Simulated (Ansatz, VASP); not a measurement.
## PbO (Litharge) in VASP and in Ansatz

File POSCAR:

```
PbO
1.0
    3.9900000000      0.0000000000      0.0000000000
    0.0000000000      3.9900000000      0.0000000000
    0.0000000000      0.0000000000      5.0100000000
Pb O
2 2
Direct
    0.5000000000      0.0000000000      0.7600000000
    0.0000000000      0.5000000000      0.2400000000
    0.5000000000      0.5000000000      0.0000000000
    0.0000000000      0.0000000000      0.0000000000
```

INCAR.step1

```
ALGO = Normal
EDIFF = 1E-5
ENCUT = 520
GGA = PE
ISIF = 2
ISMEAR = -1
LASPH = True
LREAL = False
LWAVE = True
NBANDS = 28
NELM = 80
PREC = Accurate
SIGMA = 0.05
```

Contents of INCAR.step2:

```
AEXX = 0.3
ALGO = Normal
EDIFF = 1E-7
ENCUT = 520
GGA = PE
HFSCREEN = 0.2
ISIF = 2
ISMEAR = -1
ISTART = 1
LASPH = True
LCHARG = False
LHFCALC = True
LREAL = False
LWAVE = False
NBANDS = 28
NELM = 80
PREC = Accurate
PRECFOCK = Fast
SIGMA = 0.05
```

KPOINTS

```
k-points
0
Gamma
  4 4 3
```

File input.yaml:

```yaml
crystal:
  lattice:
    - [3.99, 0.0, 0.0]
    - [0.0, 3.99, 0.0]
    - [0.0, 0.0, 5.01]
  atoms:
    - { symbol: Pb, position: [0.5, 0.0, 0.76] }
    - { symbol: Pb, position: [0.0, 0.5, 0.24] }
    - { symbol: O, position: [0.5, 0.5, 0.0] }
    - { symbol: O, position: [0.0, 0.0, 0.0] }
hamiltonian:
  xc: { exchange: pbe, correlation: pbe, exx: { coeff: 0.3, omega: 0.2 } }
  pseudopotentials: { kind: paw }
kpoints:
  mp_grid: { grid: [4, 4, 3] }
scf:
  occupations: { method: fermi_dirac, width: 0.05 }
output:
  forces: true
  stress: true
  eigenvalues: true
  write_density: true
  write_potential: true
  elf: true
  volumetric_format: npy
```

Alike in both runs: task single point; functional HSE(alpha, omega); k mesh 4 × 4 × 3; occupations fermi-dirac, width 0.05 eV; no spin polarisation.

|  | VASP | Ansatz |
| --- | --- | --- |
| version | VASP 6.6.1 | Ansatz 0.2.0 |
| potentials or method | VASP PAW PBE potentials, release 64 (Pb_d, O) | Ansatz PAW |
| plane-wave cutoff (eV) | 520 | 420 |
| valence electrons in the cell | 40 | 40 |

VASP gave:

```
gap on the k mesh at the Fermi level (eV) : 1.97
least direct gap on the mesh (eV)         : 3.47
pressure (GPa)                            : -1.4
rms of the force components (eV/Å)        : 0.289
```

What did Ansatz give for the same quantities?

gap on the k mesh at the Fermi level (eV): 1.97; least direct gap on the mesh (eV): 3.47; pressure (GPa): -1.6; rms of the force components (eV/Å): 0.315.

Atom by atom the forces differ by 0.026 eV/Å (rms over components).

Caveats: spin-orbit coupling is left out, which as a rule narrows the gap of such compounds by several tenths of an eV; the PAW data sets were made with another functional, which shifts forces and pressure a little (VASP); an odd mesh through Γ misses points on the zone boundary, where band edges often lie (VASP); odd divisions of the mesh miss points on the zone boundary, where band edges often lie, so the gap on the mesh can be too wide (Ansatz); the PAW data sets come from PBE, with cores solved anew for the run's functional, which leaves a small shift of forces and pressure (Ansatz); the thresholds are loose for stress (Ansatz).
